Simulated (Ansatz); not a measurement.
Input of an Ansatz 0.2.0 run:

File input.yaml:

```yaml
crystal:
  lattice:
    - [2.4719999032, 0.0, 0.0]
    - [-1.2359999516, 2.1408147143, 0.0]
    - [0.0, 0.0, 4.02114408]
  atoms:
    - { symbol: Co, position: [0.6666666667, 0.3333333333, 0.75], spin: -1.54 }
    - { symbol: Co, position: [0.3333333333, 0.6666666667, 0.25], spin: -0.47 }
hamiltonian:
  xc: pbesol
  pseudopotentials: { kind: paw, source: jth, xc_functional: pbe }
  dispersion: d3bj
  hubbard: { sites: [{ species: Co, l: d, u_eff: 2.0 }], projectors: atomic }
magnetization:
  spin_polarized: true
kpoints:
  mp_grid: { grid: [12, 12, 7] }
scf:
  occupations: { method: fermi_dirac, width: 0.05 }
output:
  forces: true
  stress: true
  eigenvalues: true
  bader: true
  populations: true
  write_density: true
  write_potential: true
  elf: true
  volumetric_format: npy
```

Potentials or basis: JTH PAW.

Command:

```console
$ ansatz run input.yaml --threads 1 --pin off --max-ram 2560MiB --backend cpu --events-out ev --progress --plain --runs-dir out
```

(1) Predict the band gap on the k mesh.

(2) Predict the absolute moment.

Answers

(1) none (metal or under the smearing width).

(2) 3.61 μB per cell.

Caveat: the magnetic or orbital state may not be the lowest; the U is typed as a test and isn't derived for this compound.
